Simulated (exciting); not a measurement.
The system is Ru.

```
CELL_PARAMETERS angstrom
0.00000 1.91500 1.91500
1.91500 0.00000 1.91500
1.91500 1.91500 0.00000
ATOMIC_POSITIONS crystal
Ru 0.00000 0.00000 0.00000
```

This isn't the form of Ru at room conditions, which is hcp.

* Program: exciting (release sodium)
* Task: single point
* Functional: PBE
* Potentials or basis: all-electron LAPW+lo, shipped species files, valence relativity iora*
* rgkmax: 8
* k mesh: 12 × 12 × 12
* Occupations: fermi-dirac, width 0.05 eV
* Spin: no spin polarisation
* gmaxvr (cutoff of density and potential): 14 1/bohr
* lmaxapw (and lmaxmat): 10
* lmaxvr: 8
* nempty: 12
* Valence relativity: iora*
* epsengy: 1e-06 Ha
* epspot: 1e-06 Ha
* maxscl: 80
* Muffin-tin radii: Ru 2.29 bohr

On this cell: band gap on the k mesh none (metal or under the smearing width).

The same run follows on a disturbed copy (cell strained at random at fixed volume):

```
CELL_PARAMETERS angstrom
0.05365 1.93869 1.90700
1.94614 0.04095 1.91970
1.95229 1.95753 0.03481
ATOMIC_POSITIONS crystal
Ru 0.99685 0.96953 0.01804
```

Task: What does the disturbed cell give?

Result: The energy (extrapolated to zero smearing) moves by +20.1 meV/atom; band gap on the k mesh none (metal or under the smearing width).

Caveats: rgkmax is low for these elements, so energy differences scatter by about 1 meV per atom; the free energy is that total less TS from the occupations.
